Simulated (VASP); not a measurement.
The system is HgTe (Coloradoite).

```
CELL_PARAMETERS angstrom
0.00000 3.21450 3.21450
3.21450 0.00000 3.21450
3.21450 3.21450 0.00000
ATOMIC_POSITIONS crystal
Hg 0.00000 0.00000 0.00000
Te 0.75000 0.75000 0.75000
```

| Quantity | Value |
| --- | --- |
| Program | VASP 6.6.1 |
| Task | relaxation of cell and atoms |
| Functional | PBE |
| Dispersion | MBD |
| Potentials or basis | VASP PAW PBE potentials, release 64 (Hg, Te) |
| Cutoff | 600 eV |
| k mesh | 7 × 7 × 7 |
| Occupations | fermi-dirac, width 0.05 eV |
| Spin | no spin polarisation |

At the start: pressure 3.5 GPa; volume 33.22 Å³/atom.

Task: Where does the relaxation end?

Result: Over 3 steps the energy falls by 26.6 meV/atom and the volume is 35.86 Å³/atom (+7.9 %); space group F-43m (No. 216, to 0.05 Å).

The path:
```
step  energy change (eV)  largest force (eV/Å)  pressure (GPa)  volume (Å³)
   1              0.0000                0.0000            3.49        66.43
   2             -0.0479                0.0000           -0.93        73.64
   3             -0.0533                0.0000            0.00        71.71
```

Final structure:
```yaml
crystal:
  lattice:
    - [0.00000, 3.29749, 3.29749]
    - [3.29749, 0.00000, 3.29749]
    - [3.29749, 3.29749, 0.00000]
  atoms:
    - { symbol: Hg, position: [0.00000, 0.00000, 0.00000] }
    - { symbol: Te, position: [0.75000, 0.75000, 0.75000] }
```
